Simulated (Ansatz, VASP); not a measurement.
**Rh in VASP and in Ansatz**

File INCAR:

```
SYSTEM = Rh
ALGO = Normal
EDIFF = 1E-6
ENCUT = 520
GGA = CA
ISIF = 2
ISMEAR = 1
LASPH = .TRUE.
LCHARG = .FALSE.
LREAL = .FALSE.
LWAVE = .FALSE.
NBANDS = 14
NELM = 80
PREC = Accurate
SIGMA = 0.1
```

The input KPOINTS:

```
k-points
0
G
  14 14 14
  0 0 0
```

POSCAR

```
Rh
1.0
    0.0000000000      1.8776226225      1.8776226225
    1.8776226225      0.0000000000      1.8776226225
    1.8776226225      1.8776226225      0.0000000000
Rh
1
Direct
    0.0000000000      0.0000000000      0.0000000000
```

Input for Ansatz:

```yaml
crystal:
  lattice:
    - [0.0, 1.8776226225, 1.8776226225]
    - [1.8776226225, 0.0, 1.8776226225]
    - [1.8776226225, 1.8776226225, 0.0]
  atoms:
    - { symbol: Rh, position: [0.0, 0.0, 0.0] }
hamiltonian:
  xc: lda
  pseudopotentials:
    kind: paw
    azcp:
      Rh: "pseudopotentials/Rh.paw.azcp"
basis:
  ecutwfc: 420
  fft_grid_basis: typed
kpoints:
  mp_grid: { grid: [14, 14, 14], shift: [0, 0, 0] }
magnetization:
  spin_polarized: false
scf:
  occupations: { method: cold, width: 0.1 }
  lower_state_search: "off"
output:
  stress: true
```

Alike in both runs: task single point; functional LDA; k mesh 14 × 14 × 14; no spin polarisation.

|  | VASP | Ansatz |
| --- | --- | --- |
| version | VASP 6.6.1 | Ansatz 0.2.0 |
| potentials or method | VASP PAW LDA potentials, release 64 (Rh_pv) | plane waves (420 eV) with PAW, scalar-relativistic |
| plane-wave cutoff (eV) | 520 | 420 |
| occupations | methfessel-paxton of order 1, width 0.1 eV | cold, width 0.1 eV |
| valence electrons in the cell | 15 | 17 |

|  | VASP | Ansatz | Ansatz less VASP |
| --- | --- | --- | --- |
| pressure (GPa) | 0.5 | -0.4 | -0.92 |

The two sets of potentials don't hold the same shells in valence. Ansatz warned: «pseudo_functional_mismatch».
